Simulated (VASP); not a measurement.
# Zn in VASP: notebook

One slab, Zn, is run at these levels: PBE+D4, PBE+TS, PBE+TS-HI; tasks: relaxation of the atoms.

Everything below comes from runs of VASP 6.6.1. Logs are shortened: lines on timing, memory, paths and dates and some standing lists are left out, and cuts for length are marked.

**1. The slab as given**

The cell holds a slab with vacuum, 6 atoms: a = 2.617 Å, b = 2.619 Å, c = 27.159 Å, α = 90.00°, β = 90.00°, γ = 119.98°.

The slab is cut from a database's or a generator's crystal, which needn't be the stable form of the element.

**2. Relaxation of the atoms, PBE+D4**

INCAR reads:

```
SYSTEM = Zn
ALGO = Fast
DIPOL = 0.5 0.5 0.500
EDIFF = 1E-6
EDIFFG = -0.02
ENCUT = 520
GGA = PE
IBRION = 2
IDIPOL = 3
ISIF = 2
ISMEAR = -1
IVDW = 13
LASPH = .TRUE.
LCHARG = .FALSE.
LDIPOL = .TRUE.
LREAL = .FALSE.
LWAVE = .FALSE.
NELM = 80
NSW = 60
PREC = Accurate
SIGMA = 0.05
```

KPOINTS reads:

```
k-points
0
G
  9 9 1
  0 0 0
```

POSCAR reads:

```
Zn
1.0
    2.6169740200      0.0000000000      0.0000000000
   -1.3084870100      2.2681701736      0.0000000000
    0.0000000000      0.0000000000     27.1587934876
Zn
6
Selective dynamics
Direct
    0.3393536486      0.6787072973      0.2761536518  F F F
    0.0115275509      0.0230551018      0.3651252919  F F F
    0.3508811995      0.7017623991      0.4550417640  F F F
    0.6902348482      0.3804696963      0.5449582360  T T T
    0.3624087504      0.7248175009      0.6339298761  T T T
    0.7017623991      0.4035247981      0.7238463482  T T T
```

Potentials or basis: VASP PAW PBE potentials, release 64 (Zn).

Started as:

```
$ cat potpaw_PBE.64/Zn/POTCAR > POTCAR
$ mpirun -np 1 vasp_std > vasp.out
```

OUTCAR:

```text
SYSTEM = Zn
   EDIFF = 1E-6
   EDIFFG = -0.02
   ENCUT = 520
   GGA = PE
   IBRION = 2
   ISIF = 2
   ISMEAR = -1
   IVDW = 13
   LASPH = .TRUE.
   LREAL = .FALSE.
   NELM = 80
   NSW = 60
   PREC = Accurate

 ion  position               nearest neighbor table
   1  0.339  0.679  0.276-   2 2.84   2 2.86   2 2.86
   2  0.012  0.023  0.365-   1 2.84   1 2.86   1 2.86   3 2.86   3 2.86   3 2.89
   3  0.351  0.702  0.455-   4 2.86   4 2.86   2 2.86   2 2.86   4 2.89   2 2.89
   4  0.690  0.380  0.545-   5 2.84   5 2.86   5 2.86   3 2.86   3 2.86   3 2.89
   5  0.362  0.725  0.634-   4 2.84   4 2.86   4 2.86   6 2.86   6 2.86   6 2.89
   6  0.702  0.404  0.724-   5 2.86   5 2.86   5 2.89

  LATTYP: Found a base centered orthorhombic cell.
 ALAT       =     2.6169740200
 B/A-ratio  =     1.7334296453
 C/A-ratio  =    10.3779377556

  Lattice vectors:

 A1 = (   1.3084870100,  -2.2681701736,   0.0000000000)
 A2 = (   1.3084870100,   2.2681701736,   0.0000000000)
 A3 = (   0.0000000000,   0.0000000000,  27.1587934876)

Analysis of symmetry for initial positions (statically):
=====================================================================
 Subroutine PRICEL returns:
 Original cell was already a primitive cell.

 Routine SETGRP: Setting up the symmetry group for a
 base centered orthorhombic supercell.

 Subroutine GETGRP returns: Found  2 space group operations
 (whereof  2 operations were pure point group operations)
 out of a pool of  8 trial point group operations.

The static configuration has the point symmetry C_1h.

Analysis of symmetry for dynamics (positions and initial velocities):
=====================================================================
 Subroutine PRICEL returns:
 Original cell was already a primitive cell.

 Routine SETGRP: Setting up the symmetry group for a
 base centered orthorhombic supercell.

 Subroutine GETGRP returns: Found  2 space group operations
 (whereof  2 operations were pure point group operations)
 out of a pool of  8 trial point group operations.

The dynamic configuration has the point symmetry C_1h.

Analysis of constrained symmetry for selective dynamics:
=====================================================================
 Subroutine PRICEL returns:
 Original cell was already a primitive cell.

 Routine SETGRP: Setting up the symmetry group for a
 base centered orthorhombic supercell.

 Subroutine GETGRP returns: Found  2 space group operations
 (whereof  2 operations were pure point group operations)
 out of a pool of  8 trial point group operations.

The constrained configuration has the point symmetry C_1h.

 Subroutine INISYM returns: Found  2 space group operations
 (whereof  2 operations are pure point group operations),
 and found     1 'primitive' translations

----------------------------------------------------------------------------------------

                                     Primitive cell

  volume of cell :     161.2076

  direct lattice vectors                    reciprocal lattice vectors
     2.616974020  0.000000000  0.000000000     0.382120721  0.220442013  0.000000000
    -1.308487010  2.268170174  0.000000000     0.000000000  0.440884027  0.000000000
     0.000000000  0.000000000 27.158793488     0.000000000  0.000000000  0.036820487

  length of vectors
     2.616974020  2.618536651 27.158793488     0.441147285  0.440884027  0.036820487

  position of ions in fractional coordinates (direct lattice)
     0.339353649  0.678707297  0.276153652
     0.011527551  0.023055102  0.365125292
     0.350881200  0.701762399  0.455041764
     0.690234848  0.380469696  0.544958236
     0.362408750  0.724817501  0.633929876
     0.701762399  0.403524798  0.723846348

  ion indices of the primitive-cell ions
   primitive index   ion index
                 1           1
                 2           2
                 3           3
                 4           4
                 5           5
                 6           6

----------------------------------------------------------------------------------------

 KPOINTS: k-points

Automatic generation of k-mesh.
 Grid dimensions read from file:
 generate k-points for:    9    9    1

 Generating k-lattice:

  Cartesian coordinates                     Fractional coordinates (reciprocal lattice)
     0.042457858  0.024493557  0.000000000     0.111111111  0.000000000  0.000000000
     0.000000000  0.048987114  0.000000000     0.000000000  0.111111111  0.000000000
     0.000000000  0.000000000  0.036820487     0.000000000  0.000000000  1.000000000

  Length of vectors
     0.049016365  0.048987114  0.036820487

  Shift w.r.t. Gamma in fractional coordinates (k-lattice)
     0.000000000  0.000000000  0.000000000

 Subroutine IBZKPT returns following result:
 ===========================================

 Found     25 irreducible k-points:

 Following reciprocal coordinates:
            Coordinates               Weight
  0.000000  0.000000  0.000000      1.000000
  0.111111  0.000000  0.000000      4.000000
  0.222222 -0.000000  0.000000      4.000000
  0.333333 -0.000000  0.000000      4.000000
  0.444444 -0.000000  0.000000      4.000000
  0.000000  0.111111  0.000000      2.000000
[... 16 lines left out ...]
  0.333333  0.333333  0.000000      2.000000
  0.000000  0.444444  0.000000      2.000000
   k-points           NKPTS =     25   k-points in BZ     NKDIM =     25   number of bands    NBANDS=     43
   number of dos      NEDOS =    301   number of ions     NIONS =      6
   total plane-waves  NPLWV =  84000
   dimension x,y,z NGX =    20 NGY =   20 NGZ =  210
   dimension x,y,z NGXF=    40 NGYF=   40 NGZF=  420
   ions per type =               6
   NGX,Y,Z   is equivalent  to a cutoff of  12.71, 12.70, 12.85 a.u.
   NGXF,Y,Z  is equivalent  to a cutoff of  25.41, 25.40, 25.71 a.u.
 SYSTEM =  Zn
   PREC   = accura    normal or accurate (medium, high low for compatibility)
   ISTART =      0    job   : 0-new  1-cont  2-samecut
   ICHARG =      2    charge: 1-file 2-atom 10-const
   ISPIN  =      1    spin polarized calculation?
   LNONCOLLINEAR =      F non collinear calculations
   LSORBIT =      F    spin-orbit coupling
   LASPH  =      T    aspherical Exc in radial PAW
   ENCUT  =  520.0 eV  38.22 Ry    6.18 a.u.   4.87  4.87 50.50*2*pi/ulx,y,z
   NELM   =     80;   NELMIN=  2; NELMDL= -5     # of ELM steps
   EDIFF  = 0.1E-05   stopping-criterion for ELM
   LREAL  =      F    real-space projection
   EDIFFG = -.2E-01   stopping-criterion for IOM
   NSW    =     60    number of steps for IOM
   IBRION =      2    ionic relax: 0-MD 1-quasi-New 2-CG
   NFREE  =      1    steps in history (QN), initial steepest desc. (CG)
   ISIF   =      2    stress and relaxation
   ISYM   =      2    0-nonsym 1-usesym 2-fastsym
   POTIM  = 0.5000    time-step for ionic-motion
   TEBEG  =    0.0;   TEEND  =   0.0 temperature during run
   PSTRESS=    0.0 pullay stress
   NELECT =      72.0000    total number of electrons
   NUPDOWN=      -1.0000    fix difference up-down
   EMIN   =  10.00;   EMAX   =-10.00  energy-range for DOS
   EFERMI =   0.00;   METHOD = LEGACY
   ISMEAR =    -1;   SIGMA  =   0.05  broadening in eV -4-tet -1-fermi 0-gaus
   EFERMI_NEDOS =   21; number of points for ismear=-14 and -15
   IALGO  =     68    algorithm
   IMIX   =      4    mixing-type and parameters
     AMIX     =   0.40;   BMIX     =  1.00
     AMIX_MAG =   1.60;   BMIX_MAG =  1.00
  volume/ion in A,a.u.               =      26.87       181.31
  Fermi-wavevector in a.u.,A,eV,Ry     =   1.251384  2.364772 21.306195  1.565961
  Thomas-Fermi vector in A             =   2.385334
   LORBIT       =      0    0 simple, 1 ext, 2 COOP (PROOUT), +10 PAW based schemes
   GGA     = PE    functional components
   LHFCALC =     F    Hartree Fock is set to
   AEXX    =    0.0000 exact exchange contribution
   IVDW    =    13    specifies the selected vdW correction
   LEPSILON=     F    determine dielectric tensor
   LRPA    =     F    only Hartree local field effects (RPA)
 conjugate gradient relaxation of ions
 non-spin polarized calculation
 RMM-DIIS sequential band-by-band and
  energy-cutoff  :      520.00
  volume of cell :      161.21
 maximum number of plane-waves:      4405
   NGX =  9   NGY =  9   NGZ =101

--------------------------------------- Ionic step        1  -------------------------------------------

 number of electron      71.9999977 magnetization

 Free energy of the ion-electron system (eV)
  ---------------------------------------------------
  ext. energy  EPLUGINS =         0.00000000
  ---------------------------------------------------
  free energy    TOTEN  =        -6.32476254 eV

  energy without entropy =       -6.30490826  energy(sigma->0) =       -6.31483540

------------------------ aborting loop because EDIFF is reached ----------------------------------------

  DFT-D4 for vdW energy calculation

  Edisp (eV):   -1.75369

  FORCE on cell =-STRESS in cart. coord.  units (eV):
  Direction    XX          YY          ZZ          XY          YZ          ZX
  --------------------------------------------------------------------------------------
  -------------------------------------------------------------------------------------
  Total      -1.26220    -1.24499     2.23781     0.00000    -0.15150     0.00000
  in kB     -12.54451   -12.37347    22.24068     0.00000    -1.50570     0.00000
  external pressure =       -0.89 kB  Pullay stress =        0.00 kB
[... 109 lines left out ...]
  FREE ENERGIE OF THE ION-ELECTRON SYSTEM (eV)
  ---------------------------------------------------
  free  energy   TOTEN  =        -8.0829010187 eV

  energy  without entropy=       -8.0633972075  energy(sigma->0) =       -8.07314911

[... ionic steps 4 to 10 ...]

--------------------------------------- Ionic step       11  -------------------------------------------

 number of electron      72.0000036 magnetization

------------------------ aborting loop because EDIFF is reached ----------------------------------------

  DFT-D4 for vdW energy calculation

  Edisp (eV):   -1.70747
[... 35 lines left out ...]
--------------------------------------- Ionic step       12  -------------------------------------------

 number of electron      71.9999989 magnetization

------------------------ aborting loop because EDIFF is reached ----------------------------------------

 vacuum level on the upper side and lower side of the slab       (xc-potential included)        -0.292        -0.191

  DFT-D4 for vdW energy calculation

  Edisp (eV):   -1.68846

  FORCE on cell =-STRESS in cart. coord.  units (eV):
  Direction    XX          YY          ZZ          XY          YZ          ZX
  --------------------------------------------------------------------------------------
  -------------------------------------------------------------------------------------
  Total      -2.18348    -2.26876     0.67670     0.00000    -0.06914     0.00000
  in kB     -21.70074   -22.54828     6.72540     0.00000    -0.68718     0.00000
  external pressure =      -12.51 kB  Pullay stress =        0.00 kB
[... 21 lines left out ...]
  FREE ENERGIE OF THE ION-ELECTRON SYSTEM (eV)
  ---------------------------------------------------
  free  energy   TOTEN  =        -8.1155286342 eV

  energy  without entropy=       -8.0995402726  energy(sigma->0) =       -8.10753445

 dipolmoment           0.000000      0.000000      0.008088 electrons x Angstroem

--------------------------------------- Ionic step       13  -------------------------------------------

 number of electron      72.0000048 magnetization

 dipolmoment           0.000000      0.000000     -0.001668 electrons x Angstroem

 Free energy of the ion-electron system (eV)
  ---------------------------------------------------
  ext. energy  EPLUGINS =         0.00000000
  ---------------------------------------------------
  free energy    TOTEN  =        -6.42002645 eV

  energy without entropy =       -6.40345794  energy(sigma->0) =       -6.41174219

 E-fermi :   0.0915     XC(G=0):  -7.0689

 val. band max:        0.0727207895   @ k =  -0.3333   0.1111   0.0000
 cond. band min:       0.1094556226   @ k =   0.1111   0.1111   0.0000
 fundamental gap:      0.0367348331
 Fermi energy:         0.0915004698

 k-point     1 :       0.0000    0.0000    0.0000
  band No.  band energies     occupation
      1     -10.5123      2.00000
      2     -10.0729      2.00000
      3      -9.4338      2.00000
      4      -8.9816      2.00000
      5      -8.8868      2.00000
      6      -8.7544      2.00000
[... 1093 lines left out ...]
     42       3.5936      0.00000
     43       4.0864      0.00000

 [... further k-points ...]

------------------------ aborting loop because EDIFF is reached ----------------------------------------

 vacuum level on the upper side and lower side of the slab       (xc-potential included)        -0.036         0.015

  DFT-D4 for vdW energy calculation

  Edisp (eV):   -1.69900

  FORCE on cell =-STRESS in cart. coord.  units (eV):
  Direction    XX          YY          ZZ          XY          YZ          ZX
  --------------------------------------------------------------------------------------
  -------------------------------------------------------------------------------------
  Total      -2.06521    -2.14560     0.84374     0.00000    -0.08313     0.00000
  in kB     -20.52528   -21.32425     8.38563     0.00000    -0.82621     0.00000
  external pressure =      -11.15 kB  Pullay stress =        0.00 kB
[... 21 lines left out ...]
  FREE ENERGIE OF THE ION-ELECTRON SYSTEM (eV)
  ---------------------------------------------------
  free  energy   TOTEN  =        -8.1190293141 eV

  energy  without entropy=       -8.1024607975  energy(sigma->0) =       -8.11074506

 reached required accuracy - stopping structural energy minimisation

 vacuum level on the upper side and lower side of the slab         4.095         4.144
```

Wall time 13 min (1 thread of Intel Xeon 6975P-C (Granite Rapids), shared host); peak memory 0.36 GiB.

What came out:

* Free energy: -8.1190 eV
* Energy gained by relaxing: 6.8 meV/atom
* Ionic steps: 13
* Band gap on the k mesh: none (metal or under the smearing width)
* Dispersion energy per atom: -0.283 eV

Step by step:
```tsv
step	energy change (eV)	largest force (eV/Å)	pressure (GPa)
1	0.0000	0.2036	-0.09
2	-0.0012	0.2033	-0.12
3	-0.0044	0.2030	-0.17
4	-0.0096	0.2032	-0.27
5	-0.0152	0.2036	-0.43
6	-0.0178	0.2035	-0.52
7	-0.0242	0.2036	-0.59
8	-0.0303	0.2044	-0.73
9	-0.0305	0.2034	-0.77
10	-0.0340	0.2050	-0.83
11	-0.0400	0.2077	-1.00
12	-0.0371	0.2408	-1.25
13	-0.0406	0.2089	-1.12
```

Final structure:
```
CELL_PARAMETERS angstrom
2.61697 0.00000 0.00000
-1.30849 2.26817 0.00000
0.00000 0.00000 27.15879
ATOMIC_POSITIONS crystal
Zn 0.33935 0.67871 0.27615
Zn 0.01153 0.02306 0.36513
Zn 0.35088 0.70176 0.45504
Zn 0.69043 0.38086 0.55355
Zn 0.35848 0.71695 0.64862
Zn 0.69033 0.38065 0.74170
```

**3. Relaxation of the atoms, PBE+TS**

Edit INCAR of step 2 so:

```diff
@@ -11,3 +11,3 @@
 ISMEAR = -1
-IVDW = 13
+IVDW = 2
 LASPH = .TRUE.
```

KPOINTS is that of step 2.

POSCAR is that of step 2.

Potentials or basis: VASP PAW PBE potentials, release 64 (Zn).

Started as:

```
$ cat potpaw_PBE.64/Zn/POTCAR > POTCAR
$ mpirun -np 1 vasp_std > vasp.out
```

Wall time 13 min (1 thread of Intel Xeon 6975P-C (Granite Rapids), shared host); peak memory 0.36 GiB.

Results (log left out):

| Quantity | Value |
| --- | --- |
| Free energy | -8.4377 eV |
| Energy gained by relaxing | 4.5 meV/atom |
| Ionic steps | 14 |
| Band gap on the k mesh | none (metal or under the smearing width) |
| Dispersion energy per atom | -0.339 eV |

The path:
```tsv
step	energy change (eV)	largest force (eV/Å)	pressure (GPa)
1	0.0000	0.2020	-1.04
2	-0.0010	0.2020	-1.05
3	-0.0034	0.2017	-1.12
4	-0.0055	0.2015	-1.20
5	-0.0072	0.2023	-1.21
6	-0.0109	0.2007	-1.31
7	-0.0136	0.1991	-1.46
8	-0.0158	0.2012	-1.50
9	-0.0209	0.2025	-1.59
10	-0.0256	0.2055	-1.81
11	-0.0257	0.2059	-1.86
12	-0.0267	0.2080	-1.83
13	-0.0269	0.2073	-1.84
14	-0.0271	0.2078	-1.80
```

Final structure:
```xyz
6
Lattice="2.6170 0.0000 0.0000 -1.3085 2.2682 0.0000 0.0000 0.0000 27.1588" Properties=species:S:1:pos:R:3 pbc="T T T"
Zn    0.0000    1.5394    7.5000
Zn    0.0000    0.0523    9.9164
Zn    0.0000    1.5917   12.3584
Zn    1.3085    0.8623   14.9438
Zn    0.0000    1.6255   17.4800
Zn    1.3085    0.8715   20.0189
```

Levels at points of the mesh, in eV from the Fermi level:
| k point | band 33 | band 34 | band 35 | band 36 | band 37 | band 38 | band 39 | band 40 |
| --- | --- | --- | --- | --- | --- | --- | --- | --- |
| (0.00, 0.00, 0.00) | -7.14 | -7.14 | -6.21 | -4.64 | -3.15 | -1.08 | 1.14 | 2.92 |

Caveat: atom-pairwise D2, TS and ULG terms overbind metals.

[end of part 1 of 2]
